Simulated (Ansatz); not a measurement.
## InSe: random displacements

Method: Ansatz, DFT LDA, scalar-relativistic, plane waves, PAW. The runs took a 420 eV cutoff, a Γ-centred 12×12×12 mesh and Gaussian smearing (0.03 eV). No spin polarisation. Energies are free energies at this smearing, counted from the undisturbed cell; pressure is positive in compression.

Reference structure (as given, not relaxed at this level):

```yaml
crystal:
  lattice:
    - [2.00000, 1.15470, 8.31667]
    - [-2.00000, 1.15470, 8.31667]
    - [0.00000, -2.30940, 8.31667]
  atoms:
    - { symbol: In, position: [0.00000, 0.00000, 0.00000] }
    - { symbol: In, position: [0.11220, 0.11220, 0.11220] }
    - { symbol: Se, position: [0.61550, 0.61550, 0.61550] }
    - { symbol: Se, position: [0.83000, 0.83000, 0.83000] }
```

The cell holds layers and no dispersion correction was added, so their binding is poorly described.

After a displacement of all atoms with no net shift and a strain of the cell, the run gives ΔE = 61.5 meV/atom; stress (xx, yy, zz, yz, xz, xy; compression positive) (-1.59, -2.27, -0.46, 1.91, -1.47, -2.41) GPa; gap on the mesh 0.11 eV.

| atom | Fx (eV/Å) | Fy | Fz |
| --- | --- | --- | --- |
| In1 | 0.081 | 0.210 | -0.048 |
| In2 | 0.606 | -0.547 | 0.811 |
| Se3 | -0.073 | -0.289 | -0.173 |
| Se4 | -0.614 | 0.626 | -0.590 |

Q: Which displacements (Å, in the unstrained cell) and strain were applied?

A:
```csv
atom,ux,uy,uz
In1,0.03,0.00,-0.04
In2,-0.04,0.07,-0.06
Se3,0.01,0.02,0.03
Se4,-0.01,-0.09,0.07
```
Strain (Voigt, engineering shear): (0.0107, 0.0167, -0.0203, -0.0279, 0.0275, 0.0782).